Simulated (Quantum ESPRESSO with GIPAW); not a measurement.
# 13C shielding of diamond under isotropic strain from −2 % to +2 %, GIPAW with PBEsol

Each carbon atom in diamond is held by four equal covalent bonds to other carbon atoms, and isotropic strain changes the length of these bonds but not their angles. The seven members are this one crystal at seven lattice sizes. We ask how the 13C shielding responds, and how small a strain could be read from a shift of the NMR line. This matters for diamond under pressure, and for films and sensor crystals in which built-in strain alters the properties of colour centres. We calculate the absolute isotropic shielding σ of a static lattice and measure its changes against the unstrained row, which has the lowest total energy of the seven. No measured shifts are compared here.

## Set-up

One crystal, C (Fd-3m) (known phase (diamond)), strained from its starting cell (the cell of the entry); all shielding runs share files, cutoffs and k divisions. Shieldings by GIPAW with PBEsol in Quantum ESPRESSO with gipaw.x (a patched development version 8.0), plane-wave PAW files from pslibrary 1.0.0 recipes, scalar-relativistic cores, no spin-orbit coupling, no spin; in these runs cutoffs 55 Ry, k spacing 0.35 Å⁻¹ (2π included) or finer. The macroscopic shape term was treated afterwards and alike for all rows, whichever way its switch stood in a run: any printed term was subtracted, and where a column says so that of a sphere was added from the printed susceptibility. Static atoms. The first shell of a cation holds the anions within 1.2 times its shortest bond (1.3 for large cations, and wider where that leaves a large cation fewer than four or five); that of an anion holds the cations whose shells include it; covalently bonded atoms count in both. k meshes of the tabled runs: 9×9×9. The same in all rows: atomic positions in the strained cell: fractional positions of the starting cell.

Notes on method and selection:

- Shielding and shift run in opposite directions: δ ≈ σ(reference) − σ.
- Static lattice: no motional averaging.
- Of the rows, the total energy is lowest at +0 % strain; zero strain is the starting cell.
- These shielding methods need a band gap: all members are semiconductors or insulators at this level. The paramagnetic part grows as the gap narrows, and semilocal functionals make gaps too small. Runs that missed the f-sum rule by more than 0.015 electrons for each three atoms, or whose printed susceptibility was strongly positive, were left out.
- Runs that did not converge, have known faults or may not be shown are not listed, and runs on Ansatz's PAW sets soft_1 and soft_2 are kept to separate tables.

Columns:

- strain (%): linear strain, positive for tension: equal strain along all axes.
- bond length (Å): mean distance from C to its first shell.
- σ(13C) (ppm): isotropic 13C shielding (4 C neighbours, atom 1 of the cell), absolute scale, with the macroscopic shape term taken out.

Input lines of one member:

```
&inputgipaw
  job = 'nmr'
  prefix = 'x'
  tmp_dir = './tmp/'
  restart_mode = 'from_scratch'
  verbosity = 'low'
  q_gipaw = 0.01
  spline_ps = .true.
  conv_threshold = 1.0d-11
  use_nmr_macroscopic_shape = .false.
  pawproj(1) = .true.
/
```

Command (options for logging and memory left out): `mpirun -np 4 gipaw.x -in nmr.in > nmr.out`

## The series

```
member      strain (%)  bond length (Å)  σ(13C) (ppm)
−2 %        −2.0        1.5136           133.90
−1.5 %      −1.5        1.5213           131.78
−1 %        −1.0        1.5290           129.63
unstrained  0.0         1.5444           125.24
+0.5 %      0.5         1.5522           123.00
+1 %        1.0         1.5599           120.72
+2 %        2.0         1.5753           116.08
```

Least-squares fits to the whole series, with x = strain (%); R² and errors in the fitted variable (y, or ln y where the fit is in ln y):

```
y             members  fit                    R²    rms residual  leave-one-out rms  the same for the mean of the others
σ(13C) (ppm)  7        y = 125.13 − 4.4473 x  1.00  0.096         0.16               6.9
```

## Mechanism

The shielding falls at each step from compression to tension, from 133.90 ppm at −2 % to 116.08 ppm at +2 %. The mean slope is (116.08 − 133.90) / 4.0 = −4.455 ppm per % of linear strain. In terms of the bond it is (116.08 − 133.90) / (1.5753 − 1.5136) = −289 ppm/Å, or about −2.9 ppm for each 0.01 Å. Because the chemical shift δ runs opposite to σ, tension moves the line to higher δ and compression to lower δ.

The σ column leaves out the macroscopic shape term, and so does this slope. The term comes from the magnetisation of the sample as a whole. It vanishes for a thin plate lying across the field, but for a sphere, or a sample spun at the magic angle, it raises the shielding of diamond. Tension weakens it, because the volume of the cell grows faster than its susceptibility. By the susceptibilities printed in the runs, the slope for a sphere is therefore steeper than the one given here, by a small part of its size.

The response steepens slightly as the bonds lengthen. Between −2 % and −1.5 % the slope is (131.78 − 133.90) / 0.5 = −4.24 ppm per %, and between +1 % and +2 % it is 116.08 − 120.72 = −4.64 ppm per %.

The core term is the same at every strain, so the change belongs to the valence electrons. It comes in nearly equal parts from the bare term, which holds the currents of the smooth valence wavefunctions, and from the paramagnetic augmentation term, which corrects them close to the nucleus. The likely cause is the weaker overlap in a longer bond. Bonding and antibonding states move closer together, the magnetic field mixes them more easily, and the deshielding paramagnetic current grows roughly as 1/ΔE, where ΔE is their mean separation.

A simple bond model has ΔE ∝ 1/d², with d the bond length, so 1 % of tension raises the paramagnetic part by about 2 %. If the paramagnetic part is taken as roughly 100 ppm, a round value assumed for this estimate, the model gives 0.02 × 100 = 2 ppm per %, which has the right sign but is about half the computed slope. The model also steepens the slope by only about 3 % between the first and last intervals, against 4.64 / 4.24 = 1.09, or 9 %, in the rows. It therefore accounts for the direction of the trend and, with the assumed value, for its order of magnitude, but not for its full size.

## Outliers

Largest departures from the fit to the whole series:

```
member      σ(13C) (ppm)  fit     computed − fit  in rms residuals
+2 %        116.08        116.24  −0.16           1.6
−2 %        133.90        134.02  −0.12           1.3
unstrained  125.24        125.13  +0.11           1.1
+0.5 %      123.00        122.91  +0.09           1.0
```

The largest departures from the straight-line fit are −0.16 ppm at +2 % and −0.12 ppm at −2 %, followed by +0.11 ppm for the unstrained crystal and +0.09 ppm at +0.5 %. Both ends lie below the line and the middle lies above it, which is the mark of a gentle curve and not of faulty runs.

A quadratic through the rows at −2 %, 0 and +2 % confirms this. Its slope at zero strain is the mean slope found above, and its coefficient of x² is (133.90 + 116.08 − 2 × 125.24) / 8 = −0.0625. This gives σ = 125.24 − 4.455 x − 0.0625 x², with σ in ppm and x the strain in %, which meets the other four rows to within 0.01 ppm. Such smoothness shows that scatter between the runs is very small. An error common to all rows, from the cutoff or the k mesh for instance, would not show up in this way.

## Short exercises

**What isotropic strain does a shift of +1 ppm reveal?**
A rise of 1 ppm in δ is a fall of 1 ppm in σ. Near zero strain, and without the macroscopic term, this takes 1 / 4.455 = 0.22 % of tension, or 0.0022 × 1.5444 = 0.0034 Å in the bond. If the line can be placed to 0.1 ppm, the limit becomes 0.1 / 4.455 = 0.022 %. For a sphere or a spun sample both strains come out slightly smaller. Diamond is so stiff that compression by 0.22 % already needs a pressure of some gigapascals.

**A line lies 5 ppm lower in δ than that of unstrained diamond. How strong is the compression?**
The shielding is 125.24 + 5 = 130.24 ppm, between the rows at −1 % and −1.5 %. Interpolation gives 1.0 + 0.5 × (130.24 − 129.63) / (131.78 − 129.63) = 1.14 % of compression. The constant slope gives 5 / 4.455 = 1.12 %, so the curvature hardly matters here. Both values leave out the macroscopic term. For a sphere or a spun sample this term matters more than the curvature, and the compression comes out smaller.

**How far does the line move in a film stretched by 0.5 % in both in-plane directions?**
At a tetrahedral site, symmetry lets the isotropic shielding depend, to first order, only on the mean of the three axial strains. At fixed thickness this mean is (0.5 + 0.5 + 0) / 3 = 0.33 %, and the isotropic shift, without the macroscopic term, is 0.33 × 4.455 = 1.5 ppm to higher δ. A free film thins a little when stretched, which makes the shift somewhat smaller. Spinning at the magic angle shows the isotropic shift but brings in the macroscopic term of a sphere, which makes it a little larger. In a film held still, the line also depends on the angle to the field, because in-plane strain makes the shielding anisotropic. This series does not give that part.

## Summary

Between −2 % and +2 %, isotropic strain changes the 13C shielding of diamond by about −4.5 ppm per %, so a shift of 1 ppm corresponds to roughly 0.2 % of strain. This slope leaves out the macroscopic shape term, which makes it steeper for a sphere or a spun sample. Relaxing the atoms at fixed cell would change nothing, because symmetry fixes their positions.

PBEsol makes band gaps too small, which tends to exaggerate the paramagnetic part. Taken alone, this would make the absolute shieldings too low and the slope somewhat too steep. For a sphere or a spun sample, leaving out the macroscopic term also lowers the tabled shieldings, but it makes the slope too flat. The two errors in the slope oppose each other and the series does not show which is larger, so the real strain behind a given shift may be larger or smaller than our estimate. Zero-point and thermal motion, absent here, would usually lower the shielding further, though much of this cancels between strained and unstrained crystals at the same temperature. In a real sample, impurities and paramagnetic defects can also move or broaden the line. A strain reading assumes that these are alike in sample and reference, and that both have the same shape and position in the field or are both spun at the magic angle. Otherwise the macroscopic term alone can shift one line against the other: between a sphere and a thin plate across the field it differs by more than the shift that 1 % of strain causes.

[Logs are printed without paths, hosts, clocks, repeated set-up lines and the standing remarks that a program may print on its own settings, such as how far it seeks lower states.]
